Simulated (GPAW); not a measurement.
Input of a GPAW 26.7.0 run:

File run.py:

```python
import numpy as np
from ase import Atoms
from ase.dft.bandgap import bandgap
from ase.io import write
from gpaw import GPAW, PW
from gpaw.response.df import DielectricFunction

atoms = Atoms(['Cd', 'Cd', 'Se', 'Se'],
              cell=[[4.3, 0.0, 0.0],
                    [-2.15, 3.7239092363, 0.0],
                    [0.0, 0.0, 7.02]],
              scaled_positions=[[0.6666666667, 0.3333333333, 0.5],
                                [0.3333333333, 0.6666666667, 0.0],
                                [0.6666666667, 0.3333333333, 0.885],
                                [0.3333333333, 0.6666666667, 0.385]],
              pbc=True)

calc = GPAW(mode=PW(450),
            xc='LDA',
            kpts={'size': (6, 6, 3), 'gamma': True},
            occupations={'name': 'fermi-dirac', 'width': 0.001},
            nbands=31,
            convergence={'density': 1e-06},
            maxiter=150,
            txt='gpaw.txt')
atoms.calc = calc
energy = atoms.get_potential_energy()
calc.write('gs.gpw')
write('result.traj', atoms)
print(f'Energy: {energy:.6f} eV')
print('Fermi level:', round(calc.get_fermi_level(), 4), 'eV')
print(f'Gap: {bandgap(calc)[0]:.4f} eV, direct: {bandgap(calc, direct=True)[0]:.4f} eV')

for size in [(8, 8, 5), (11, 11, 6)]:
    name = 'x'.join(str(n) for n in size)
    dense = calc.fixed_density(kpts={'size': size, 'gamma': True},
                               nbands=64, convergence={'bands': 58, 'eigenstates': 1e-7},
                               update_fermi_level=True, txt=f'dense-{name}.txt')
    dense.write(f'{name}.gpw', mode='all')
    df = DielectricFunction(f'{name}.gpw', frequencies=np.array([0.0]), hilbert=False, eta=0.001,
                            ecut=80, nbands=58, intraband=False, txt=f'df-{name}.txt')
    for xc in ['RPA', 'ALDA', 'LR0.2']:
        for direction in ['x', 'y', 'z', [0, 1, 1], [1, 0, 1], [1, 1, 0]]:
            e0, e = df.get_macroscopic_dielectric_constant(xc=xc, direction=direction)
            print(f'{name} {xc} {direction}: {e0:.4f} without, {e:.4f} with local fields')
```

Potentials or basis: the program's PAW data sets (release 1.2.1) made for this functional, pw.

The run is started by

```console
$ OMP_NUM_THREADS=1 python run.py
```

Task: Estimate the electronic dielectric tensor (diagonal).

Result: 11.44, 11.44, 11.38.

Task: Predict the band gap on the k mesh.

Result: 0.42 eV, direct.

Electronic dielectric tensor:
```
11.44  0.00  0.00
 0.00 11.44  0.00
 0.00  0.00 11.38
```

Caveat: the dielectric constant isn't converged in the k mesh; the gap is small at this level, which inflates the dielectric constant; the long-wavelength limit can be off by several per cent where d states take part; an odd mesh through Γ misses points on the zone boundary, where band edges often lie.

The gap isn't set beside the measured one, since this odd mesh misses points on the zone boundary.
